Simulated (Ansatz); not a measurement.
The system is ZrB2.

```
Zr B
1.0
     3.17000    0.00000    0.00000
    -1.58500    2.74530    0.00000
     0.00000    0.00000    3.53300
Zr B
1 2
Direct
  0.00000 0.00000 0.00000
  0.66667 0.33333 0.50000
  0.33333 0.66667 0.50000
```

| Property | Result |
| --- | --- |
| Program | Ansatz 0.2.0 |
| Task | relaxation of cell and atoms |
| Functional | r2SCAN |
| Potentials or basis | Ansatz PAW |
| Cutoff | 500 eV (not typed: the program's choice for these potentials) |
| k mesh | 10 × 10 × 8 |
| Occupations | fermi-dirac, width 0.05 eV |
| Spin | no spin polarisation |
| Hubbard terms | Zr d U = 3 eV |

At the start: volume 10.25 Å³/atom.

Q: How do energy, volume and symmetry change on relaxing?

A: It ends after 6 steps and the volume is 10.41 Å³/atom (+1.6 %); space group P6/mmm (No. 191, to 0.05 Å).

Step by step:
```tsv
step	energy change (eV)	largest force (eV/Å)	volume (Å³)
1	0.0000	0.0000	30.75
2	-0.0018	0.0000	31.61
3	-0.0095	0.0000	31.24
4	-0.0095	0.0000	31.24
5	-0.0095	0.0000	31.23
6	-0.0098	0.0000	31.23
```

Final structure:
```
CELL_PARAMETERS angstrom
3.17055 0.00000 0.00000
-1.58528 2.74578 0.00000
0.00000 0.00000 3.58709
ATOMIC_POSITIONS crystal
Zr 0.00000 0.00000 0.00000
B 0.66667 0.33333 0.50000
B 0.33333 0.66667 0.50000
```

Caveat: the plane-wave basis is chosen anew once the cell has moved, so the energies of steps on either side of that aren't comparable; U without spin polarisation on a metal has little footing; the PAW data sets come from PBE, with cores solved anew for the run's functional, which leaves a small shift of forces and pressure; the U is typed as a test and isn't derived for this compound.
